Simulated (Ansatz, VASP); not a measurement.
# One calculation of Al3Ru2, two programs

```xyz
5
Lattice="-1.5389 1.5389 7.1431 1.5389 -1.5389 7.1431 1.5389 1.5389 -7.1431" Properties=species:S:1:pos:R:3 pbc="T T T"
Al    0.0000    0.0000    0.0000
Al    0.0000    0.0000   11.5173
Al    0.0000    0.0000    2.7689
Ru    0.0000    0.0000    8.6556
Ru    0.0000    0.0000    5.6306
```

The cell comes from a database or a generator and needn't be the stable form of this composition.

Alike in both runs: task single point; functional PBEsol; k mesh 8 × 8 × 8; occupations gaussian, width 0.1 eV; no spin polarisation.

|  | VASP | Ansatz |
| --- | --- | --- |
| version | VASP 6.6.1 | Ansatz 0.2.0 |
| potentials or method | VASP PAW PBE potentials, release 64 (Al, Ru_pv) | scalar-relativistic, plane waves, PAW |
| plane-wave cutoff (eV) | 520 | 420 |
| valence electrons in the cell | 37 | 41 |

Ansatz gave:

| Item | Value |
| --- | --- |
| gap on the k mesh at the Fermi level (eV) | none |
| pressure (GPa) | -1.1 |
| largest component of the traceless stress (GPa) | 0.63 |
| rms of the force components (eV/Å) | 0.039 |

Question: Estimate VASP's values.

Answer: gap on the k mesh at the Fermi level (eV): none; pressure (GPa): -1.0; largest component of the traceless stress (GPa): 0.65; rms of the force components (eV/Å): 0.036.

Atom by atom the forces differ by 0.003 eV/Å (rms over components). A gap of «none» marks a metal or a gap that the smearing closes. The two sets of potentials don't hold the same shells in valence.

Caveats: the k mesh is coarse (spacing up to 0.36 Å⁻¹), so the values aren't converged; the PAW data sets were made with another functional, which shifts forces and pressure a little (VASP).
